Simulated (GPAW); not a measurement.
Runs of GPAW 26.7.0 on Te. It takes space group P3_121 (No. 152, trigonal). The conventional cell has a = 4.454 Å, b = 4.454 Å, c = 5.924 Å, α = 90.00°, β = 90.00°, γ = 120.00°. Te (site symmetry 2) is surrounded by 2 Te at 2.86 Å. 

```csv
task,level,potentials or basis,cell,k mesh,smearing,band path,band points,optimizer,fmax,max steps,gap on the mesh (eV),pressure (GPa),largest force (eV/Å)
single point,PBE,"GPAW PAW data sets (gpaw-data 1.2.1), pw",as given,7 × 7 × 5,gaussian 0.016 eV,-,-,-,-,-,0.63,1.1,0.11
single point,PBE,"GPAW PAW data sets (gpaw-data 1.2.1), pw",as given,7 × 7 × 5,gaussian 0.025 eV,-,-,-,-,-,0.63,1.1,0.11
band structure,PBE,"GPAW PAW data sets (gpaw-data 1.2.1), pw",as given,7 × 7 × 5,fermi-dirac 0.05 eV,"GMKGALHA,LM,KH",80,-,-,-,-,1.1,0.11
band structure,LDA,"the program's PAW data sets (release 1.2.1) made for this functional, pw",as given,7 × 7 × 5,fermi-dirac 0.05 eV,"GMKGALHA,LM,KH",100,-,-,-,-,-2.4,0.01
relaxation of cell and atoms,PBE+D3(BJ),"GPAW PAW data sets (gpaw-data 1.2.1), pw",relaxed,5 × 5 × 3,fermi-dirac 0.05 eV,-,-,FIRE,0.02 eV/Å,100,(a),0.0,-
single point,PBE,"GPAW PAW data sets (gpaw-data 1.2.1), pw",as given,7 × 7 × 5,gaussian 0.026 eV,-,-,-,-,-,0.63,1.1,0.11
relaxation of cell and atoms,AM05,"PAW data sets generated in the run's folder for this functional, pw",relaxed to 10 GPa,5 × 5 × 3,fermi-dirac 0.05 eV,-,-,BFGS,0.01 eV/Å,60,0.52,10.0,-
single point,PBE,"GPAW PAW data sets (gpaw-data 1.2.1), pw",as given,7 × 7 × 5,gaussian 0.027 eV,-,-,-,-,-,0.63,1.1,0.11
```

Alike in all rows: no spin polarisation; cutoff (eV) 600.

Question: Estimate the missing entries.

Answer: (a) 0.71.

Caveats: spin-orbit coupling is left out, which moves the levels of the heavy elements; an odd mesh through Γ misses points on the zone boundary, where band edges often lie (some runs); later steps reuse the first step's grids (some runs).

A k mesh can miss the band edges, and the runs leave out spin-orbit coupling on Te.
